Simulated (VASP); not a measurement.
Bi:

```
Bi
1.0
     2.26750    1.30914    3.93800
    -2.26750    1.30914    3.93800
     0.00000   -2.61828    3.93800
Bi
2
Direct
  0.76600 0.76600 0.76600
  0.23400 0.23400 0.23400
```

Base run:

* Program: VASP 6.6.1
* Functional: PBE
* Potentials or basis: VASP PAW PBE potentials, release 64 (Bi_d)
* Cutoff: 520 eV
* k mesh: 7 × 7 × 7
* Occupations: fermi-dirac, width 0.05 eV
* Spin: no spin polarisation

Its results: band gap on the k mesh 0.27 eV, indirect (least direct gap 0.53 eV); pressure 2.0 GPa; largest force 0.206 eV/Å.

**Question.** The run is repeated on the same cell with these changes: functional from PBE to PBEsol. What comes out?

**Answer.** Band gap on the k mesh 0.26 eV, indirect (least direct gap 0.52 eV); pressure -0.4 GPa; largest force 0.135 eV/Å.

PBEsol binds more tightly than PBE, so the same cell stands under less pressure.

Caveats: spin-orbit coupling is left out, which as a rule narrows the gap of such compounds by several tenths of an eV; an odd mesh through Γ misses points on the zone boundary, where band edges often lie; the PAW data sets were made with another functional, which shifts forces and pressure a little (some runs).

Not every run made on this cell is shown here.
